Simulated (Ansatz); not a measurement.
# ZnS: the cost of one run

Computed with Ansatz 0.2.0 (DFT PBE, scalar-relativistic, plane waves, PAW, unless a step's input says otherwise).

3 further runs of the same task are left out: 3 set aside as unsound or not needed.

**1. The starting structure**

Symmetry: F-43m, No. 216, cubic system. The conventional cell has a = 5.443 Å, b = 5.443 Å, c = 5.443 Å, α = 90.00°, β = 90.00°, γ = 90.00°. Zn (site symmetry -43m) is surrounded by 4 S at 2.36 Å. S (site symmetry -43m) is surrounded by 4 Zn at 2.36 Å.

Coordinates:

```cif
data_structure
_symmetry_space_group_name_H-M 'P 1'
_symmetry_Int_Tables_number 1
_cell_length_a 3.8491
_cell_length_b 3.8491
_cell_length_c 3.8491
_cell_angle_alpha 60.000
_cell_angle_beta 60.000
_cell_angle_gamma 60.000
_cell_volume 40.32
loop_
_atom_site_label
_atom_site_type_symbol
_atom_site_fract_x
_atom_site_fract_y
_atom_site_fract_z
_atom_site_occupancy
Zn1 Zn 0.00000 0.00000 0.00000 1
S1 S 0.75000 0.75000 0.75000 1
```

It is the result of an earlier relaxation at this level (volume 20.16 Å³/atom; gap on the mesh: 2.02 eV).

**2. Phonons at the zone centre**

input.yaml reads:

```yaml
crystal:
  lattice:
    - [0.0, 2.735156857, 2.735156857]
    - [2.735156857, 0.0, 2.735156857]
    - [2.735156857, 2.735156857, 0.0]
  atoms:
    - { symbol: Zn, position: [0.0, 0.0, 0.0] }
    - { symbol: S, position: [0.75, 0.75, 0.75] }
basis:
  ecutwfc: 420
kpoints:
  mp_grid: { grid: [10, 10, 10] }
hamiltonian:
  xc: pbe
scf:
  occupations: { method: fixed }
output:
  eigenvalues: true
phonons:
  method: dfpt
  dielectric: true
  rigid_motions: translations
  eigenvectors: true
```

Command:

```bash
$ ansatz run input.yaml --threads 1 --pin off --max-ram 3072MiB --backend cpu --events-out ev --progress --plain --runs-dir out
```

What time and memory should one allow on 1 thread of Arm Neoverse V1, shared host?

About 82 s, with a peak of 0.63 GiB.
